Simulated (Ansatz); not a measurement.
**Ba under changes of volume**

One of the cells (62.989 Å³/atom); the others are scaled copies at fixed shape and fractional positions:

```
Ba
1.0
    -2.50650    2.50650    2.50650
     2.50650   -2.50650    2.50650
     2.50650    2.50650   -2.50650
Ba
1
Direct
  0.00000 0.00000 0.00000
```

```yaml
Program: Ansatz 0.2.0
Functional: PBE
Potentials_or_basis: PseudoDojo standard (PBE files)
Cutoff: 770 eV
Density_cutoff: 3080 eV
k_mesh: 8 × 8 × 8
Occupations: fermi-dirac, width 0.05 eV
Spin: no spin polarisation
```

```tsv
volume (Å³/atom)	energy over the lowest point (meV/atom)	pressure (GPa)
59.209	6.20	0.6
60.469	2.49	0.4
61.729	0.46	0.2
62.989	0.00	0.0
64.249	0.97	-0.2
65.508	?	?
66.768	6.77	-0.5
```

Problem. What does the run at 65.508 Å³/atom give?

Solution. Energy over the lowest point 3.27 meV/atom; pressure -0.3 GPa.

Worked out: A Birch-Murnaghan fit of order 3 (a polynomial in V^(-2/3)) to the other rows has its minimum at 62.75 Å³/atom with B0 = V·E''(V) = 9.2 GPa and B' = 3.1. It gives 3.26 meV/atom at 65.508 Å³/atom, against the run's 3.27, and -dE/dV = -0.4 GPa, against -0.3.

Energies are extrapolated to zero smearing.
